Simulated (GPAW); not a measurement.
The system is I.

```
I
1.0
     3.63503   -2.39502    0.00000
     3.63503    2.39502    0.00000
     0.00000    0.00000    9.79344
I
4
Cartesian
  3.6350 -0.7152 3.7646
  3.6350 1.6799 1.1321
  3.6350 0.7152 6.0288
  3.6350 -1.6799 8.6613
```

- Program: GPAW 26.7.0
- Task: relaxation of cell and atoms
- Functional: PBEsol
- Dispersion: D4
- Potentials or basis: PAW data sets generated in the run's folder for this functional
- Cutoff: 600 eV
- Basis: pw
- k mesh: 5 × 5 × 2
- Occupations: fermi-dirac, width 0.05 eV
- Spin: no spin polarisation

At the start: pressure -0.4 GPa; volume 42.63 Å³/atom.

Problem. How do energy, volume and symmetry change on relaxing?

Solution. Over 20 steps the energy falls by 74.4 meV/atom and the volume is 37.02 Å³/atom (-13.2 %); space group Cmce (No. 64, to 0.05 Å).

Step by step:
| step | energy change (eV) | largest force (eV/Å) | pressure (GPa) | volume (Å³) |
| --- | --- | --- | --- | --- |
| 1 | 0.0000 | 0.9041 | -0.36 | 170.52 |
| 2 | -0.0421 | 0.6732 | -0.78 | 170.35 |
| 3 | -0.1215 | 0.1316 | -1.71 | 168.79 |
| 4 | -0.1481 | 0.0648 | -1.91 | 166.98 |
| 5 | -0.1801 | 0.2646 | -1.81 | 163.22 |
| 6 | -0.2032 | 0.3523 | -1.39 | 159.74 |
| 7 | -0.2315 | 0.3201 | -0.61 | 155.92 |
| 8 | -0.2474 | 0.1957 | 0.05 | 153.97 |
| 9 | -0.2503 | 0.1832 | 0.06 | 153.97 |
| 10 | -0.2631 | 0.1870 | 0.05 | 153.30 |
| 11 | -0.2766 | 0.1946 | 0.03 | 151.50 |
| 12 | -0.2860 | 0.1366 | 0.01 | 149.30 |
| 13 | -0.2897 | 0.0472 | 0.02 | 148.15 |
| 14 | -0.2902 | 0.0204 | 0.02 | 147.94 |
| 15 | -0.2903 | 0.0215 | 0.02 | 147.92 |
| 16 | -0.2914 | 0.0496 | 0.03 | 147.83 |
| 17 | -0.2930 | 0.0793 | 0.04 | 147.77 |
| 18 | -0.2955 | 0.0921 | 0.02 | 147.79 |
| 19 | -0.2971 | 0.0536 | 0.02 | 147.92 |
| 20 | -0.2976 | 0.0086 | 0.03 | 148.08 |

Final structure:
```
I
1.0
     3.57067   -2.14406    0.00000
     3.57067    2.14406    0.00000
     0.00000    0.00001    9.67111
I
4
Direct
  0.67473 0.32527 0.37647
  0.17473 0.82527 0.12353
  0.32527 0.67473 0.62353
  0.82527 0.17473 0.87647
```

Caveat: later steps reuse the first step's grids.
